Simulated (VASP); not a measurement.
# SnTe (F-43m) in VASP: further runs, part 3 of 3

VASP 6.6.1.

### Step 4. Single point, PBEsol, spin-orbit coupling, no magnetisation

Input file INCAR:

```
SYSTEM = SnTe
ALGO = Normal ; EDIFF = 1E-7
ENCUT = 600 ; GGA = PS
GGA_COMPAT = .False. ; ISIF = 2
ISMEAR = 0 ; LASPH = .True.
LCHARG = .False. ; LORBIT = 11
LREAL = .False. ; LSORBIT = .True.
LWAVE = .False. ; MAGMOM = 0 0 0 0 0 0
NBANDS = 36 ; NELM = 100
PREC = Accurate ; SIGMA = 0.02
```

Input file KPOINTS:

```
k-points
0
Gamma
  4 4 4
  0 0 0
```

Input file POSCAR:

```
SnTe
1.0
    0.0000000000      3.6111460000      3.6111460000
    3.6111460000      0.0000000000      3.6111460000
    3.6111460000      3.6111460000      0.0000000000
Te Sn
1 1
Direct
    0.2500000000      0.2500000000      0.2500000000
    0.0000000000      0.0000000000      0.0000000000
```

Potentials or basis: VASP PAW PBE potentials, release 64 (Te, Sn_d).

Run with:

```sh
cat potpaw_PBE.64/Te/POTCAR potpaw_PBE.64/Sn_d/POTCAR > POTCAR
mpirun -np 1 vasp_ncl > vasp.out
```

OUTCAR:

```text
SYSTEM = SnTe
   EDIFF = 1E-7
   ENCUT = 600
   GGA = PS
   ISIF = 2
   ISMEAR = 0
   LASPH = .True.
   LORBIT = 11
   LREAL = .False.
   LSORBIT = .True.
   NELM = 100
   PREC = Accurate

 Found     10 irreducible k-points:

 Following reciprocal coordinates:
            Coordinates               Weight
  0.000000  0.000000  0.000000      1.000000
  0.250000  0.000000  0.000000      4.000000
 -0.250000  0.000000  0.000000      4.000000
  0.500000  0.000000  0.000000      4.000000
  0.250000  0.250000  0.000000      6.000000
  0.500000  0.250000  0.000000     12.000000
   k-points           NKPTS =     10   k-points in BZ     NKDIM =     10   number of bands    NBANDS=     36
   number of dos      NEDOS =    301   number of ions     NIONS =      2
   total plane-waves  NPLWV =  74088
   dimension x,y,z NGX =    42 NGY =   42 NGZ =   42
   dimension x,y,z NGXF=    84 NGYF=   84 NGZF=   84
   ions per type =               1   1
   NGX,Y,Z   is equivalent  to a cutoff of  13.67, 13.67, 13.67 a.u.
   NGXF,Y,Z  is equivalent  to a cutoff of  27.34, 27.34, 27.34 a.u.
 SYSTEM =  SnTe
   PREC   = accura    normal or accurate (medium, high low for compatibility)
   ISTART =      0    job   : 0-new  1-cont  2-samecut
   ICHARG =      2    charge: 1-file 2-atom 10-const
   ISPIN  =      1    spin polarized calculation?
   LNONCOLLINEAR =      T non collinear calculations
   LSORBIT =      T    spin-orbit coupling
   LASPH  =      T    aspherical Exc in radial PAW
   ENCUT  =  600.0 eV  44.10 Ry    6.64 a.u.  10.20 10.20 10.20*2*pi/ulx,y,z
   NELM   =    100;   NELMIN=  2; NELMDL= -5     # of ELM steps
   EDIFF  = 0.1E-06   stopping-criterion for ELM
   LREAL  =      F    real-space projection
   EDIFFG = 0.1E-05   stopping-criterion for IOM
   NSW    =      0    number of steps for IOM
   IBRION =     -1    ionic relax: 0-MD 1-quasi-New 2-CG
   NFREE  =      0    steps in history (QN), initial steepest desc. (CG)
   ISIF   =      2    stress and relaxation
   ISYM   =      2    0-nonsym 1-usesym 2-fastsym
   POTIM  = 0.5000    time-step for ionic-motion
   TEBEG  =    0.0;   TEEND  =   0.0 temperature during run
   PSTRESS=    0.0 pullay stress
   NELECT =      20.0000    total number of electrons
   NUPDOWN=      -1.0000    fix difference up-down
   EMIN   =  10.00;   EMAX   =-10.00  energy-range for DOS
   EFERMI =   0.00;   METHOD = LEGACY
   ISMEAR =     0;   SIGMA  =   0.02  broadening in eV -4-tet -1-fermi 0-gaus
   EFERMI_NEDOS =   21; number of points for ismear=-14 and -15
   IALGO  =     38    algorithm
   IMIX   =      4    mixing-type and parameters
     AMIX     =   0.40;   BMIX     =  1.00
     AMIX_MAG =   1.60;   BMIX_MAG =  1.00
  volume/ion in A,a.u.               =      47.09       317.78
  Fermi-wavevector in a.u.,A,eV,Ry     =   0.976704  1.845704 12.979296  0.953951
  Thomas-Fermi vector in A             =   2.107344
   LORBIT       =     11    0 simple, 1 ext, 2 COOP (PROOUT), +10 PAW based schemes
   GGA     = PS    functional components
   LHFCALC =     F    Hartree Fock is set to
   AEXX    =    0.0000 exact exchange contribution
   IVDW    =     0    specifies the selected vdW correction
   LEPSILON=     F    determine dielectric tensor
   LRPA    =     F    only Hartree local field effects (RPA)
 Gauss-broadening in eV      SIGMA  =   0.02
  energy-cutoff  :      600.00
  volume of cell :       94.18
 maximum number of plane-waves:      6312
 NGX is ok and might be reduce to    42
   NGX = 21   NGY = 21   NGZ = 21

 number of electron      20.0000000 magnetization       0.0000000     -0.0000000     -0.0000000

 number of electron      20.0000000 magnetization       0.0000000      0.0000000      0.0000000

 number of electron      20.0000000 magnetization      -0.0000000     -0.0000000     -0.0000000

[... 17 lines left out ...]

 k-point     1 :       0.0000    0.0000    0.0000
  band No.  band energies     occupation
      1     -19.2599      1.00000
      2     -19.2599      1.00000
      3     -19.2599      1.00000
      4     -19.2599      1.00000
      5     -18.2289      1.00000
      6     -18.2289      1.00000
[... 199 lines left out ...]
     31      10.1283      0.00000
     32      10.1442      0.00000

 [... further k-points ...]

 [bands above 32 left out]

------------------------ aborting loop because EDIFF is reached ----------------------------------------

  FORCE on cell =-STRESS in cart. coord.  units (eV):
  Direction    XX          YY          ZZ          XY          YZ          ZX
  --------------------------------------------------------------------------------------
  -------------------------------------------------------------------------------------
  Total       -1.1105919     -1.1105919     -1.1105919     -0.0000000     -0.0000000      0.0000000
  in kB      -18.8929579    -18.8929579    -18.8929579     -0.0000000     -0.0000000      0.0000000
  external PRESSURE =     -18.8929579 kB  Pullay stress =       0.0000000 kB

 VOLUME and BASIS-vectors are now :
 -----------------------------------------------------------------------------
  energy-cutoff  :      600.00
  volume of cell :       94.18
      direct lattice vectors                 reciprocal lattice vectors
     0.000000000  3.611146000  3.611146000    -0.138460201  0.138460201  0.138460201
     3.611146000  0.000000000  3.611146000     0.138460201 -0.138460201  0.138460201
     3.611146000  3.611146000  0.000000000     0.138460201  0.138460201 -0.138460201

 POSITION                                       TOTAL-FORCE (eV/Angst)
 -----------------------------------------------------------------------------------
      1.80557      1.80557      1.80557         0.000000      0.000000      0.000000
      0.00000      0.00000      0.00000        -0.000000     -0.000000     -0.000000
 -----------------------------------------------------------------------------------
    total drift:                               -0.000000     -0.000000     -0.000000

  FREE ENERGIE OF THE ION-ELECTRON SYSTEM (eV)
  ---------------------------------------------------
  free  energy   TOTEN  =        -7.7931438938 eV

  energy  without entropy=       -7.7931438938  energy(sigma->0) =       -7.79314389

 Spin-Orbit-Coupling matrix elements

 Ion:    1  E_soc:     -0.2469726
 l=   1
     0.0000000    -0.0411694    -0.0411694
    -0.0411694     0.0000000    -0.0411694
    -0.0411694    -0.0411694     0.0000000
 l=   2
     0.0000000     0.0000154     0.0000000     0.0000154    -0.0000081
     0.0000154     0.0000000    -0.0000061     0.0000154    -0.0000020
     0.0000000    -0.0000061     0.0000000    -0.0000061     0.0000000
     0.0000154     0.0000154    -0.0000061     0.0000000    -0.0000020
    -0.0000081    -0.0000020     0.0000000    -0.0000020     0.0000000
 l=   3
     0.0000000     0.0000000     0.0000000     0.0000000     0.0000000     0.0000000     0.0000000
     0.0000000     0.0000000     0.0000000     0.0000000     0.0000000     0.0000000     0.0000000
     0.0000000     0.0000000     0.0000000     0.0000000     0.0000000     0.0000000     0.0000000
     0.0000000     0.0000000     0.0000000     0.0000000     0.0000000     0.0000000     0.0000000
     0.0000000     0.0000000     0.0000000     0.0000000     0.0000000     0.0000000     0.0000000
     0.0000000     0.0000000     0.0000000     0.0000000     0.0000000     0.0000000     0.0000000
     0.0000000     0.0000000     0.0000000     0.0000000     0.0000000     0.0000000     0.0000000

 Ion:    2  E_soc:     -0.1051572
 l=   1
     0.0000000    -0.0113702    -0.0113702
    -0.0113702     0.0000000    -0.0113702
    -0.0113702    -0.0113702     0.0000000
 l=   2
     0.0000000    -0.0012465     0.0000000    -0.0012465    -0.0049095
    -0.0012465     0.0000000    -0.0036821    -0.0012465    -0.0012274
     0.0000000    -0.0036821     0.0000000    -0.0036821     0.0000000
    -0.0012465    -0.0012465    -0.0036821     0.0000000    -0.0012274
    -0.0049095    -0.0012274     0.0000000    -0.0012274     0.0000000
 l=   3
     0.0000000     0.0000000     0.0000000     0.0000000     0.0000000     0.0000000     0.0000000
     0.0000000     0.0000000     0.0000000     0.0000000     0.0000000     0.0000000     0.0000000
     0.0000000     0.0000000     0.0000000     0.0000000     0.0000000     0.0000000     0.0000000
     0.0000000     0.0000000     0.0000000     0.0000000     0.0000000     0.0000000     0.0000000
     0.0000000     0.0000000     0.0000000     0.0000000     0.0000000     0.0000000     0.0000000
     0.0000000     0.0000000     0.0000000     0.0000000     0.0000000     0.0000000     0.0000000
     0.0000000     0.0000000     0.0000000     0.0000000     0.0000000     0.0000000     0.0000000

 total charge

# of ion       s       p       d       tot
------------------------------------------
    1        1.399   1.923   0.017   3.339
    2        1.376   0.714   9.959  12.049
--------------------------------------------------
tot          2.776   2.637   9.976  15.388

 magnetization (x)

# of ion       s       p       d       tot
------------------------------------------
    1        0.000  -0.000   0.000  -0.000
    2        0.000  -0.000  -0.000  -0.000
--------------------------------------------------
tot          0.000  -0.000   0.000  -0.000

 magnetization (y)

# of ion       s       p       d       tot
------------------------------------------
    1        0.000   0.000  -0.000   0.000
    2        0.000  -0.000   0.000  -0.000
--------------------------------------------------
tot          0.000  -0.000  -0.000  -0.000

 magnetization (z)

# of ion       s       p       d       tot
------------------------------------------
    1        0.000  -0.000  -0.000  -0.000
    2        0.000  -0.000  -0.000  -0.000
--------------------------------------------------
tot          0.000  -0.000  -0.000  -0.000
```

stdout:

```text
POSCAR found type information on POSCAR TeSn
 POSCAR found :  2 types and       2 ions
 scaLAPACK will be used
 -----------------------------------------------------------------------------
|                                                                             |
|                                                                             |
|     You enforced a specific xc type in the INCAR file but a different       |
|     I HOPE YOU KNOW WHAT YOU ARE DOING!                                     |
|                                                                             |
 -----------------------------------------------------------------------------

 LDA part: xc-table for (Slater+PW92), standard interpolation
 POSCAR, INCAR and KPOINTS ok, starting setup
 FFT: planning ... GRIDC
 FFT: planning ... GRID_SOFT
 FFT: planning ... GRID
 WAVECAR not read
 entering main loop
```

Run time: 2.2 min. Hardware: 1 thread of Intel Xeon Platinum 8259CL at 2.50GHz (Skylake/Cascade Lake), shared host; peak memory 0.55 GiB.

These settings aren't checked as converged: the numbers below hold their error.

What came out:

- Free energy: -7.7931 eV
- Pressure: -1.9 GPa
- Valence electrons inside the program's atomic spheres: Te 3.34; Sn 12.05

Caveat: the k mesh is coarse (spacing up to 0.38 Å⁻¹), so the values aren't converged; the PAW data sets were made with another functional, which shifts forces and pressure a little.

### Step 5. Single point, PBEsol, spin-orbit coupling, no magnetisation

INCAR: that of step 4 with these lines changed.

```diff
@@ -2,3 +2,3 @@
 ALGO = Normal ; EDIFF = 1E-7
-ENCUT = 600 ; GGA = PS
+ENCUT = 500 ; GGA = PS
 GGA_COMPAT = .False. ; ISIF = 2
```

Input file KPOINTS:

```
k-points
0
Gamma
  5 5 5
  0 0 0
```

POSCAR is that of step 4.

Run with:

```sh
cat potpaw_PBE.64/Te/POTCAR potpaw_PBE.64/Sn_d/POTCAR > POTCAR
mpirun -np 1 vasp_ncl > vasp.out
```

It took 2.6 min on 1 thread of Intel Xeon Platinum 8259CL at 2.50GHz (Skylake/Cascade Lake), shared host; peak memory 0.51 GiB.

These settings aren't checked as converged: the numbers below hold their error.

Results:

```yaml
Free_energy: -7.7653 eV
Pressure: -1.3 GPa
Valence_electrons_inside_the_program's_atomic_spheres: Te 3.35; Sn 12.05
```

Caveat: the PAW data sets were made with another functional, which shifts forces and pressure a little.
